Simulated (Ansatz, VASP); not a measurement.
This is a calculation of TePb for VASP 6.6.1. 

INCAR

```
PREC = Accurate
ENCUT = 600
EDIFF = 1E-7
ISMEAR = -1
SIGMA = 0.05
LREAL = F
LASPH = T
NELM = 80
ALGO = Normal
ISIF = 3
LWAVE = F
LCHARG = F
GGA = CA
IBRION = 2
NSW = 60
EDIFFG = -0.005
```

File KPOINTS:

```
Automatic mesh
0
Gamma
  7 7 7
```

The input POSCAR:

```
TePb
1.0
    0.0000000000      3.2310000000      3.2310000000
    3.2310000000      0.0000000000      3.2310000000
    3.2310000000      3.2310000000      0.0000000000
Pb Te
1 1
Direct
    0.0000000000      0.0000000000      0.0000000000
    0.5000000000      0.5000000000      0.5000000000
```

Potentials or basis: VASP PAW LDA potentials, release 64 (Pb_d, Te).

Run with:

```console
$ cat potpaw_LDA.64/Pb_d/POTCAR potpaw_LDA.64/Te/POTCAR > POTCAR
$ mpirun -np 1 vasp_std > vasp.out
```

Problem. Set up the same calculation for Ansatz 0.2.0. Potentials or basis there: all-electron LAPW, scalar-relativistic.

Solution. As run (cutoffs and basis follow the program's own potentials, and thresholds, step limits or extra output files can differ):

File input.yaml:

```yaml
crystal:
  lattice:
    - [0.0, 3.231, 3.231]
    - [3.231, 0.0, 3.231]
    - [3.231, 3.231, 0.0]
  atoms:
    - { symbol: Pb, position: [0.0, 0.0, 0.0] }
    - { symbol: Te, position: [0.5, 0.5, 0.5] }
kpoints:
  mp_grid: { grid: [7, 7, 7] }
scf:
  occupations: { method: fermi_dirac, width: 0.05 }
hamiltonian:
  xc: lda
  pseudopotentials: { kind: all_electron, lapw: { basis_error: 0.001 } }
output:
  forces: true
  stress: true
relax:
  f_tol: 0.01
  max_steps: 60
  cell: {}
```

Potentials or basis: all-electron LAPW, scalar-relativistic.

The run is started by

```sh
$ ansatz run input.yaml --threads 1 --pin off --max-ram 3072MiB --backend cpu --events-out ev --progress --plain --runs-dir out
```

Both were run:

|  | VASP | Ansatz |
| --- | --- | --- |
| Relaxed volume | 32.52 Å³/atom | 32.49 Å³/atom |
| Relaxed cell | a = 4.514 Å, b = 4.514 Å, c = 4.514 Å, α = 60.00°, β = 60.00°, γ = 60.00° | a = 4.512 Å, b = 4.512 Å, c = 4.512 Å, α = 60.00°, β = 60.00°, γ = 60.00° |
| Space group after relaxing | Fm-3m (No. 225) | Fm-3m (No. 225) |
| Pressure after relaxing | 0.0 GPa | 0.0 GPa |

Where Ansatz's input types no cutoff or centring, it takes its own default and a Γ-centred mesh.

The two programs' LDA may be different fits to the electron gas.

Pressure is positive in compression.
